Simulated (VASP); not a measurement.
Set up this calculation in VASP 6.6.1, as the native input.

```yaml
Task: single point
Functional: RPBE
Dispersion: D3(BJ)
Potentials_or_basis: VASP PAW PBE potentials, release 64 (C, H)
Cutoff: 400 eV
k_mesh: 1 × 1 × 1
Occupations: gaussian, width 0.01 eV
Spin: no spin polarisation
Further_INCAR_settings: ALGO = Normal; EDIFF = 1e-06; NBANDS = 17; ISYM = 0
```

The structure of C3H4 lies in POSCAR:

```
H4C3                                    
1.0
   14.1932882215      0.0000000000      0.0000000000
    0.0000000000     14.6932882215      0.0000000000
    0.0000000000      0.0000000000     15.1932882215
  C               H             
     3     4
Selective dynamics
Direct
     0.4283722568000030    0.5003021098000033    0.5888092642999965   F   F   F
     0.4797024680509985    0.5024928116834171    0.5251943961518177   T   T   T
     0.5412551166375914    0.5051765132198800    0.4488610420483469   T   T   T
     0.3830355647904786    0.4983833092839396    0.6450084992641895   T   T   T
     0.5417121895066972    0.5733550684305678    0.4188136608371473   T   T   T
     0.5181423883288152    0.4563259683520507    0.3983415548913434   T   T   T
     0.6142235348573188    0.4880677899752340    0.4670002067671631   T   T   T
```

These files were run (other wordings do the same):

INCAR

```
PREC = Accurate ; ENCUT = 400
EDIFF = 1E-6 ; ISMEAR = 0
SIGMA = 0.01 ; LREAL = False
LASPH = True ; NELM = 100
ALGO = Normal ; ISIF = 2
LWAVE = False ; LCHARG = False
GGA = RP ; IVDW = 12
NBANDS = 17 ; ISYM = 0
```

KPOINTS

```
regular mesh
0
Gamma
  1 1 1
```

Potentials or basis: VASP PAW PBE potentials, release 64 (C, H).

Command:

```bash
$ cat potpaw_PBE.64/C/POTCAR potpaw_PBE.64/H/POTCAR > POTCAR
$ mpirun -np 4 vasp_gam > vasp.out
```

It gave:

```
Largest force                   : 0.273 eV/Å
Gap between the frontier levels : 5.81 eV
Dispersion energy per atom      : -0.071 eV
```

Caveat: the standard files for N, O and F lose accuracy on very short bonds; the PAW data sets were made with another functional, which shifts forces and pressure a little.

Wall time 38 s on 4 MPI ranks on AMD EPYC 9R45 (Zen 5) (shared host), peak memory 0.53 GiB a rank.
